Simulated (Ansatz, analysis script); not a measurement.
# Free-standing triangular V monolayer, spacing 2.841 Å: spin spirals and exchange

Wanted: E(q) and the moments of a free-standing triangular V monolayer, spacing 2.841 Å along a path through the zone.

Method: PBEsol, PAW set soft_1 (files made for PBE), in Ansatz 0.2.0.

**1. The starting structure**

The cell holds 1 atom: 1 V. Its edges and angles: a = 2.841 Å, b = 2.841 Å, c = 14.000 Å, α = 90.0°, β = 90.0°, γ = 120.0°. An idealised lattice of chosen spacing, in vacuum. Vacuum lies along c.

**2. Two spin channels first**

First a free collinear run, to see which state the typed moments lead to.

The input, input.yaml:

```yaml
crystal:
  lattice:
    - [2.841, 0.0, 0.0]
    - [-1.4205, 2.460378, 0.0]
    - [0.0, 0.0, 14.0]
  atoms:
    - { symbol: V, position: [0.0, 0.0, 0.5], spin: 1.5 }
magnetization:
  spin_polarized: true
kpoints:
  mp_grid: { grid: [9, 9, 1] }
hamiltonian:
  xc: pbesol
  pseudopotentials: { kind: paw, azcp: { folder: soft_1 }, xc_functional: pbe }
scf:
  occupations: { method: fermi_dirac, width: 0.05 }
  max_iter: 120
  convergence: { dr2_threshold: 1.0e-08 }
  lower_state_search: "off"
```

Started as:

```console
$ ansatz run input.yaml --threads 4 --pin off --max-ram 8192MiB --backend cpu --events-out ev --progress --plain --runs-dir out
```

Numbers of over 12 decimals in the logs are rounded to 6 here.

The log of the run:

```text
Engine: ansatz 0.2.0, x86_64-unknown-linux-gnu
Pseudopotentials: kind: paw
Pseudopotential: V, paw, valence charge 13, recommended cutoff 420 eV (normal), soft_1/V.paw.azcp
Functional definition: PBEsol
  exchange = pbesol_x
  correlation = pbesol_c
Crystal: 1 atoms, lattice volume = 97.859 Å³
Basis set: ecut = 420 eV, 1919 PW (Γ)
Bands: 12, of which v1, the nominal top of the filled ones, is band 7 counted from 1 (6 counted from 0)
Symmetry: 24 space group operations
Space group: P6/mmm (ITA 191), of the structure as read, at distance tolerance 4.6e-5 Å
Magnetic group: BNS 191.233 (UNI 1463), of the structure as read, at distance tolerance 4.6e-5 Å
k-points: 12 of 81
Non-local potential: V, projectors of the file, l = 0: 3, l = 1: 2, l = 2: 3, l = 3: 1
PAW form: soft (Blöchl's): semilocal exchange-correlation on the pseudo side does not see the compensation charge
PAW frozen core: V, regenerated for the run's functional, and the local potential with it (the file was generated under x = pbe(κ = 0.804, μ = 0.219515), c = pbe(β = 0.066725))
PAW one-centre angular grid: V, 590 points (default); XC on 64 Gauss nodes
Initial density: superposition of atomic densities (neutral atoms: chi_scale 0, normalization atom)
Starting moments: Σ|m| = 1.5 μB on 1 of 1 site
Initial wavefunctions: pseudopotential atomic-orbital guess
Functional: x = pbesol(κ = 0.804, μ = 0.123457), c = pbesol(β = 0.046)
SCF iter   1: F=—  HF=-2882.667195 eV  |F-HF|=—  |Δ(HF+E_count)|=         —  Δρ=2.03e-2 (↑1.86e-2 ↓2.03e-2)  dr2=1.72e0  dr2_m=1.53e-1  M=1.455 μB ∫|m|=1.456 μB  β_m=0.30  ethr=3.10e-3  ⟨swp⟩=6.1  Hψ=1705  notcnv=0
preconditioner: auto → LDOS  [metal: Δε(μ)=0.034 eV  Ē_g=4.543 eV  σ=0.050 eV  W_gap=0.17  n_scr=8 (ndim 8)  ℏωp=8.4 eV  f_vac=0.637  D(μ)=3.91/eV (n_scr^D=28)]
spin=Collinear: LDOS preconditioning applied to the charge; magnetization (m = ρ↑ − ρ↓) channel mixes plain (no charge-response kernel on spin).
SCF iter   2: F=—  HF=-2882.387735 eV  |F-HF|=—  |Δ(HF+E_count)|=   2.79e-1  Δρ=1.18e-2 (↑9.87e-3 ↓1.18e-2)  dr2=8.09e-1  dr2_m=4.39e-2  M=1.604 μB ∫|m|=1.605 μB  β_m=1.00  ethr=3.10e-3  ⟨swp⟩=2.0  Hψ=584  notcnv=0  defer=5
SCF iter   3: F=—  HF=-2882.260817 eV  |F-HF|=—  |Δ(HF+E_count)|=   1.27e-1  Δρ=1.26e-2 (↑1.26e-2 ↓5.86e-3)  dr2=1.60e-1  dr2_m=3.94e-2  M=1.897 μB ∫|m|=1.897 μB  β_m=1.00  ethr=3.10e-3  ⟨swp⟩=2.7  Hψ=491  notcnv=0  defer=5
SCF iter   4: F=—  HF=-2882.300356 eV  |F-HF|=—  |Δ(HF+E_count)|=   3.95e-2  Δρ=6.73e-3 (↑6.73e-3 ↓5.51e-3)  dr2=1.21e-1  dr2_m=9.12e-3  M=2.097 μB ∫|m|=2.097 μB  β_m=1.00  ethr=1.23e-3  ⟨swp⟩=2.5  Hψ=675  notcnv=0  defer=4
SCF iter   5: F=—  HF=-2882.273547 eV  |F-HF|=—  |Δ(HF+E_count)|=   2.68e-2  Δρ=7.39e-3 (↑7.39e-3 ↓6.37e-3)  dr2=9.99e-3  dr2_m=3.63e-2  M=2.387 μB ∫|m|=2.388 μB  β_m=1.00  ethr=9.29e-4  ⟨swp⟩=2.5  Hψ=480  notcnv=0  defer=4
SCF iter   6: F=—  HF=-2882.301013 eV  |F-HF|=—  |Δ(HF+E_count)|=   2.75e-2  Δρ=1.09e-2 (↑1.09e-2 ↓7.44e-3)  dr2=3.20e-2  dr2_m=6.12e-2  M=2.731 μB ∫|m|=2.732 μB  β_m=1.00  ethr=7.68e-5  ⟨swp⟩=3.0  Hψ=504  notcnv=0  defer=4
SCF iter   7: F=—  HF=-2882.342064 eV  |F-HF|=—  |Δ(HF+E_count)|=   4.11e-2  Δρ=1.56e-2 (↑1.56e-2 ↓7.76e-3)  dr2=1.34e-1  dr2_m=6.88e-2  M=3.039 μB ∫|m|=3.041 μB  β_m=1.00  ethr=7.68e-5  ⟨swp⟩=3.0  Hψ=547  notcnv=0  defer=4
SCF iter   8: F=—  HF=-2882.360833 eV  |F-HF|=—  |Δ(HF+E_count)|=   1.88e-2  Δρ=7.72e-3 (↑7.72e-3 ↓3.35e-3)  dr2=6.00e-2  dr2_m=8.90e-3  M=3.144 μB ∫|m|=3.146 μB  β_m=1.00  ethr=7.68e-5  ⟨swp⟩=2.7  Hψ=603  notcnv=0  defer=5
SCF iter   9: F=—  HF=-2882.388530 eV  |F-HF|=—  |Δ(HF+E_count)|=   2.77e-2  Δρ=8.08e-3 (↑8.08e-3 ↓3.61e-3)  dr2=7.72e-2  dr2_m=7.89e-3  M=3.226 μB ∫|m|=3.228 μB  β_m=0.30  ethr=7.68e-5  ⟨swp⟩=1.8  Hψ=360  notcnv=0  defer=7
Mixer restart at iter 9: flushing history
spin-set hold released at iteration 9 (site moments contracting): the magnetisation degrees of freedom join the quasi-Newton model from the next iteration; the mixer history was flushed
[...]
SCF iter  11: F=—  HF=-2882.407251 eV  |F-HF|=—  |Δ(HF+E_count)|=   1.17e-2  Δρ=8.11e-4 (↑6.81e-4 ↓8.11e-4)  dr2=1.23e-3  dr2_m=1.30e-4  M=3.159 μB ∫|m|=3.160 μB  β_m=0.62  ethr=7.68e-5  ⟨swp⟩=2.9  Hψ=588  notcnv=0  defer=8
SCF iter  12: F=—  HF=-2882.408321 eV  |F-HF|=—  |Δ(HF+E_count)|=   1.07e-3  Δρ=2.69e-4 (↑2.69e-4 ↓2.67e-4)  dr2=6.38e-5  dr2_m=3.77e-5  M=3.156 μB ∫|m|=3.157 μB  β_m=0.76  ethr=9.50e-6  ⟨swp⟩=2.0  Hψ=420  notcnv=0  defer=8
SCF iter  13: F=—  HF=-2882.408491 eV  |F-HF|=—  |Δ(HF+E_count)|=   1.70e-4  Δρ=1.55e-4 (↑1.55e-4 ↓1.17e-4)  dr2=5.77e-6  dr2_m=1.45e-5  M=3.153 μB ∫|m|=3.154 μB  β_m=0.88  ethr=4.91e-7  ⟨swp⟩=2.5  Hψ=449  notcnv=0  defer=8
SCF iter  14: F=—  HF=-2882.408503 eV  |F-HF|=—  |Δ(HF+E_count)|=   1.21e-5  Δρ=7.61e-5 (↑7.61e-5 ↓2.82e-5)  dr2=3.61e-6  dr2_m=2.07e-6  M=3.152 μB ∫|m|=3.153 μB  β_m=0.94  ethr=4.44e-8  ⟨swp⟩=2.3  Hψ=459  notcnv=0  defer=8
iter 15 met the thresholds in force, and the SCF goes on: an eigenvalue changes by 0.89 meV, over its tolerance of 0.16 meV (output.eigenvalues, Limitations)
SCF iter  15: F=-2882.408503 eV  HF=-2882.408503 eV  |F-HF|=1.32e-8  |Δ(HF+E_count)|=   5.02e-7  Δρ=3.21e-6 (↑3.21e-6 ↓1.54e-6)  dr2=4.37e-9  dr2_m=2.40e-9  M=3.152 μB ∫|m|=3.153 μB  β_m=0.88  ethr=7.69e-11  ⟨swp⟩=2.0  Hψ=893  notcnv=0
iter 16 met the thresholds in force, and the SCF goes on: an eigenvalue changes by 0.71 meV, over its tolerance of 0.16 meV (output.eigenvalues, Limitations)
SCF iter  16: F=-2882.408503 eV  HF=-2882.408503 eV  |F-HF|=1.80e-9  |Δ(HF+E_count)|=   1.37e-8  Δρ=9.47e-7 (↑9.47e-7 ↓6.55e-7)  dr2=5.52e-10  dr2_m=3.51e-10  M=3.152 μB ∫|m|=3.153 μB  β_m=1.00  ethr=3.36e-11  ⟨swp⟩=1.0  Hψ=811  notcnv=0
Mixer restart at iter 16: flushing history
SCF iter  17: F=-2882.408503 eV  HF=-2882.408503 eV  |F-HF|=1.78e-9  |Δ(HF+E_count)|=   2.48e-9  Δρ=1.16e-6 (↑1.16e-6 ↓1.99e-7)  dr2=1.96e-9  dr2_m=2.18e-10  M=3.152 μB ∫|m|=3.153 μB  ethr=4.25e-12  ⟨swp⟩=1.0  Hψ=842  notcnv=0
SCF 1 converged in 17 iterations: F = -2882.408503 eV  dr2 = 1.96e-9
  greatest PAW one-centre occupation: 1.000 electrons in one spin orbital (limit 2), on the V atom at site 0 (counted from 0), in its partial waves of l = 0
SCF converged after 17 iterations
an eigenvalue changed by more than its tolerance at an iteration that met the thresholds in force, so the SCF went on 2 times, its first undamped step at iteration 16: the last check found none over its tolerance
Magnetization: 3.1519 μB (8.0760 up, 4.9240 down)
Absolute magnetization: 3.1533 μB (∫|ρ↑−ρ↓|, with the PAW one-centre terms)
Spin contamination: 0.0010 ħ² per cell (⟨S²⟩ above its minimum at these occupations)
Per-site moments (μB) at R_I (Å): [(2.411994, 1.171912)]
Free energy (F): -2882.408503 eV
Harris-Foulkes:  -2882.408503 eV  (|F-HF|=1.78e-9)
Internal energy: -2882.391775 eV  (E = F + TS)
E sigma→0 (E₀):  -2882.400139 eV
Entropy (-TS):   -0.016728 eV (-16.728 meV/atom)
Fermi energy:    -1.288756 eV
--- Per-component energies (eV) ---
  E_band       = -375.983196
  E_kinetic    = 291.140558
  E_local      = -5192.898248  (includes V_loc(G=0)·N_el)
  E_nonlocal   = 85.914599
  E_hartree    = 2396.328968
  E_xc         = -110.576843
  E_vxc        = -140.259594  (∫ρ·V_xc dr)
  E_paw        = -1099.954503  (= ΣΔE_a)
  E_vpaw       = -212.536371  (= ΣTr[D̂ρ^β])
  E_aug_tail   = 0.000991  (compensation charges beyond the density's cutoff)
  E_ewald      = 747.503024
  E_core_change = 0.149679  (= ΣΔE_core)
  E_smearing   = -0.016728  (= −TS)
  E_closure    = 0.000000  (closes the sum)
  Σ components = -2882.408503   (vs F -2882.408503, Δ=0.00e0)
```

It took 1.4 s on 4 threads of Intel Xeon 6975P-C (Granite Rapids), shared host; peak memory 0.35 GiB; 2.5 s of CPU time.

The column dr2 measures how far the density is from self-consistency, as an energy; F and HF (Harris–Foulkes) agree once it is small.

Spin moment in the atom's sphere by atom:

```
atom  spin moment in the atom's sphere (μB)
  V1                                   2.41
```

The run ends ferromagnetic, with a net moment of 3.15 μB a cell. With one V atom carrying the moment, parallel order of its images is forced by the cell, not found.

**3. Mesh refined**

Levels at the Fermi energy are partly filled, so moments and energy differences can hang on the k-mesh, and the state is solved again on a denser one.

input.yaml, the sections that differ from step 2:

```yaml
crystal:
  lattice:
    - [2.841, 0.0, 0.0]
    - [-1.4205, 2.460378, 0.0]
    - [0.0, 0.0, 14.0]
  atoms:
    - { symbol: V, position: [0.0, 0.0, 0.5], spin: 2.41 }
kpoints:
  mp_grid: { grid: [22, 22, 1] }
basis:
  ecutwfc: 420.0
checkpoint:
  read: start
  write: ck
  compress: false
  write_wavefunctions: false
  write_every: 100000
# magnetization, hamiltonian, scf: as in step 2
```

The log of the run:

```text
[...]
SCF converged after 7 iterations
Magnetization: 3.2431 μB (8.1216 up, 4.8784 down)
Absolute magnetization: 3.2445 μB (∫|ρ↑−ρ↓|, with the PAW one-centre terms)
[...]
Per-site moments (μB) at R_I (Å): [(2.475820, 1.171912)]
Free energy (F): -2882.407344 eV
[...]
Internal energy: -2882.389714 eV  (E = F + TS)
E sigma→0 (E₀):  -2882.398529 eV
Entropy (-TS):   -0.017630 eV (-17.630 meV/atom)
Fermi energy:    -1.273909 eV
[...]
```

It took 0.76 s on 4 threads; peak memory 0.43 GiB; 2.4 s of CPU time.

Spin moment in the atom's sphere by atom:

```
atom  spin moment in the atom's sphere (μB)
  V1                                   2.48
```

The run ends ferromagnetic, with a net moment of 3.24 μB a cell, against 3.15 μB on the first mesh.

Each spiral starts from these moments, tilted 90° from the rotation axis z (a flat spiral); sizes are free, while the program holds flat spirals in their plane. Spin–orbit coupling is switched off, so the energy does not depend on how the axis lies in the crystal. The folder named start holds the saved collinear state, from which each run begins.

The runs on spinors take the mesh 24×24×1.

**4. q = (0, 0, 0)**

The reference is the same input at q = 0, so that basis and exchange-correlation form match those at other q. Every q is chosen so that q/2 is a mesh vector: every spiral then samples the k-points of q = 0, and much mesh noise cancels.

input.yaml, the sections that differ from step 3:

```yaml
crystal:
  lattice:
    - [2.841, 0.0, 0.0]
    - [-1.4205, 2.460378, 0.0]
    - [0.0, 0.0, 14.0]
  atoms:
    - { symbol: V, position: [0.0, 0.0, 0.5], spin: 2.48, spin_axis: [1.0, 0.0, 0.0] }
kpoints:
  mp_grid: { grid: [24, 24, 1] }
magnetization:
  noncollinear: true
  spin_spiral: { q: [0.0, 0.0, 0.0] }
checkpoint:
  read: start
# hamiltonian, scf, basis: as in step 3
```

Started as:

```console
$ ansatz run input.yaml --threads 1 --pin off --max-ram 2048MiB --backend cpu --events-out ev --progress --plain --runs-dir out
```

The log of the run:

```text
Warning: checkpoint.read: spin treatment differs: saved collinear, current noncollinear; the saved charge density seeds this run and the saved magnetisation is carried along the axis that this deck's starting moments share; the saved density holds an absolute magnetisation of 3.2e0 μB; saved orbitals and DFT+U occupations are not carried; the saved PAW projector densities are carried along that axis
Warning: checkpoint.read: magnetization.spin_spiral differs: saved none, current q = [0, 0, 0]; the saved state is no spin spiral's: the SCF starts from none of its orbitals and from its density, each atom's moment turned about z as a whole to its place on this deck's spiral. A spiral's own state at q: [0, 0, 0] serves better
[...]
Crystal: 1 atoms, lattice volume = 97.859 Å³
Basis set: ecut = 420 eV, 1919 PW (Γ)
Bands: 22, of which v1, the nominal top of the filled ones, is band 13 counted from 1 (12 counted from 0)
Symmetry: 24 space group operations
k-points: 61 of 576
Spin spiral: q = (0, 0, 0) of the reciprocal vectors; moments are told in the frame that turns with it, a site's in that at the site
[...]
SCF iter   6: F=-2882.407064 eV  HF=-2882.407064 eV  |F-HF|=4.01e-10  |Δ(HF+E_count)|=   4.11e-8  Δρ=1.65e-6  dr2=1.74e-9  dr2_m=6.01e-10  ethr=7.69e-11  |M|=3.22e0 ∫|m|=3.22e0 μB  |m|>n=4.3e-2 m-floor=4.5e-2 τ_xc=6.6e-8 mc-row=4.5e-2 uncertified=116  ⟨swp⟩=3.0  Hψ=2499  notcnv=0
SCF 1 converged in 6 iterations: F = -2882.407064 eV  dr2 = 1.74e-9
[...]
SCF converged after 6 iterations
Magnetization: |M| = 3.2161 μB,  M = (+3.2161, +0.0000, +0.0000) μB
Absolute magnetization: 3.2175 μB (∫|m|, with the PAW one-centre terms)
  site 0: m = (+2.4573, +0.0000, +0.0000) μB, |m| = 2.4573 μB  (R = 1.17 Å)
Free energy (F): -2882.407064 eV
[...]
Internal energy: -2882.389450 eV  (E = F + TS)
E sigma→0 (E₀):  -2882.398257 eV
Entropy (-TS):   -0.017614 eV (-17.614 meV/atom)
Fermi energy:    -1.270779 eV
[...]
```

Elapsed: 9.9 s, on 1 thread; peak memory 0.59 GiB.

The largest moment is 2.46 μB, against 2.48 μB in the collinear run.

**5. q = (0.083, 0.083, 0)**

Only q changes. The cell stays that of the crystal, since the generalised Bloch theorem carries the rotation from cell to cell.

input.yaml, as its differences from that of step 4:

```diff
@@ -21,3 +21,3 @@
   noncollinear: true
-  spin_spiral: { q: [0.0, 0.0, 0.0] }
+  spin_spiral: { q: [0.08333333, 0.08333333, 0.0] }
 checkpoint:
```

The log of the run:

```text
[...]
Crystal: 1 atoms, lattice volume = 97.859 Å³
Basis set: ecut = 420 eV, 1919 PW (Γ)
Bands: 22, of which v1, the nominal top of the filled ones, is band 13 counted from 1 (12 counted from 0)
Symmetry: 4 space group operations
k-points: 157 of 576
[...]
SCF iter   8: F=-2882.378010 eV  HF=-2882.378010 eV  |F-HF|=7.95e-9  |Δ(HF+E_count)|=   1.35e-7  Δρ=2.73e-6  dr2=9.56e-10  dr2_m=2.20e-9  ethr=7.69e-11  |M|=3.10e0 ∫|m|=3.12e0 μB  |m|>n=3.2e-2 m-floor=3.2e-2 τ_xc=2.5e-2 mc-row=3.2e-2 uncertified=166  ⟨swp⟩=3.0  Hψ=6954  notcnv=0
SCF 1 converged in 8 iterations: F = -2882.378010 eV  dr2 = 9.56e-10
[...]
SCF converged after 8 iterations
Magnetization: |M| = 3.1002 μB,  M = (+3.1002, +0.0000, +0.0000) μB
Absolute magnetization: 3.1193 μB (∫|m|, with the PAW one-centre terms)
  site 0: m = (+2.3906, +0.0000, +0.0000) μB, |m| = 2.3906 μB  (R = 1.17 Å)
Free energy (F): -2882.378010 eV
[...]
Internal energy: -2882.355365 eV  (E = F + TS)
E sigma→0 (E₀):  -2882.366688 eV
Entropy (-TS):   -0.022645 eV (-22.645 meV/atom)
Fermi energy:    -1.280218 eV
[...]
```

Run time: 27 s. Hardware: 1 thread; peak memory 0.92 GiB.

The energy of the cell lies 29.1 meV above that at q = 0, and the largest moment is 2.39 μB against 2.46 μB.

**6. q = (0.167, 0, 0)**

input.yaml, as its differences from that of step 5:

```diff
@@ -21,3 +21,3 @@
   noncollinear: true
-  spin_spiral: { q: [0.08333333, 0.08333333, 0.0] }
+  spin_spiral: { q: [0.16666667, 0.0, 0.0] }
 checkpoint:
```

The log of the run:

```text
[...]
Crystal: 1 atoms, lattice volume = 97.859 Å³
Basis set: ecut = 420 eV, 1919 PW (Γ)
Bands: 22, of which v1, the nominal top of the filled ones, is band 13 counted from 1 (12 counted from 0)
Symmetry: 4 space group operations
k-points: 157 of 576
[...]
SCF iter   8: F=-2882.368889 eV  HF=-2882.368889 eV  |F-HF|=5.48e-9  |Δ(HF+E_count)|=   2.58e-7  Δρ=3.56e-6  dr2=8.44e-9  dr2_m=3.73e-9  ethr=7.69e-11  |M|=3.06e0 ∫|m|=3.09e0 μB  |m|>n=3.0e-2 m-floor=3.0e-2 τ_xc=2.8e-2 mc-row=3.0e-2 uncertified=144  ⟨swp⟩=3.0  Hψ=6972  notcnv=0
SCF 1 converged in 8 iterations: F = -2882.368889 eV  dr2 = 8.44e-9
[...]
SCF converged after 8 iterations
Magnetization: |M| = 3.0618 μB,  M = (+3.0618, -0.0000, +0.0000) μB
Absolute magnetization: 3.0868 μB (∫|m|, with the PAW one-centre terms)
  site 0: m = (+2.3707, -0.0000, +0.0000) μB, |m| = 2.3707 μB  (R = 1.17 Å)
Free energy (F): -2882.368889 eV
[...]
Internal energy: -2882.344312 eV  (E = F + TS)
E sigma→0 (E₀):  -2882.356600 eV
Entropy (-TS):   -0.024577 eV (-24.577 meV/atom)
Fermi energy:    -1.276549 eV
[...]
```

Elapsed: 28 s, on 1 thread; peak memory 0.92 GiB.

The energy of the cell lies 38.2 meV above that at q = 0, and the largest moment is 2.37 μB against 2.46 μB.

(Part 1 of 2 ends here.)

[Logs and program files are shortened in this print: banners, set-up blocks, solver, clock and traceback lines can be left out without a mark of their own.]

[Logs are printed without paths, hosts, clocks, repeated set-up lines and the standing remarks that a program may print on its own settings, such as how far it seeks lower states.]

[Hosts, paths, dates, database ids (printed as entryN), source tags and the programs' standing remarks are cut or masked in the printed files.]
